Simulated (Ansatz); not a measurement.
A (001) slab of Si2Mo (I4/mmm (No. 139)), 9 planes, outer planes Si (top) and Si (bottom), with 9 atoms (Si6Mo3) in a surface cell of A = 10.348 Å², as cut from the bulk:

```yaml
crystal:
  lattice:
    - [3.21687, 0.00000, 0.00000]
    - [0.00000, 3.21687, 0.00000]
    - [0.00000, 0.00000, 25.46966]
  atoms:
    - { symbol: Si, position: [0.00000, 0.00000, 0.29447] }
    - { symbol: Mo, position: [0.50000, 0.50000, 0.34545] }
    - { symbol: Si, position: [0.00000, 0.00000, 0.39643] }
    - { symbol: Si, position: [0.50000, 0.50000, 0.44902] }
    - { symbol: Mo, position: [0.00000, 0.00000, 0.50000] }
    - { symbol: Si, position: [0.50000, 0.50000, 0.55098] }
    - { symbol: Si, position: [0.00000, 0.00000, 0.60357] }
    - { symbol: Mo, position: [0.50000, 0.50000, 0.65455] }
    - { symbol: Si, position: [0.00000, 0.00000, 0.70553] }
```

Theory: Ansatz, DFT PBE, scalar-relativistic, plane waves, PAW. Settings: cutoff 420 eV, Γ-centred mesh 11×11×1 on the computed 9-atom cell, Gaussian smearing of 0.10 eV; no spin polarisation.

Against the same 9 atoms in the bulk, the slab as cut lies 3.050 eV higher and the relaxed slab 2.986 eV higher.

(1) Work out the surface energy before and after relaxation.

(2) What is the ideal work of this cut, per area?

Answers

(1) The slab has two faces, so γ = (E_slab − N·E_bulk)/(2A), the mean of both. As cut: 3.050/(2 × 10.348) = 0.1474 eV/Å², and 1 eV/Å² = 16.02 J/m², so γ = 2.36 J/m². Relaxed: 2.986/(2 × 10.348) = 0.1443 eV/Å² = 2.31 J/m². Relaxation recovers 2 % of the cost of cutting.

(2) Griffith's ideal work is 2γ: 4.72 J/m² if the new faces stay rigid, 4.62 J/m² if they relax. Other cuts parallel to this plane can cost less. One thickness was run, 9 planes, so γ can still shift with it.

Cost: 4 runs of about 4.2 core-minutes in all, on Arm Neoverse V2 (shared hosts).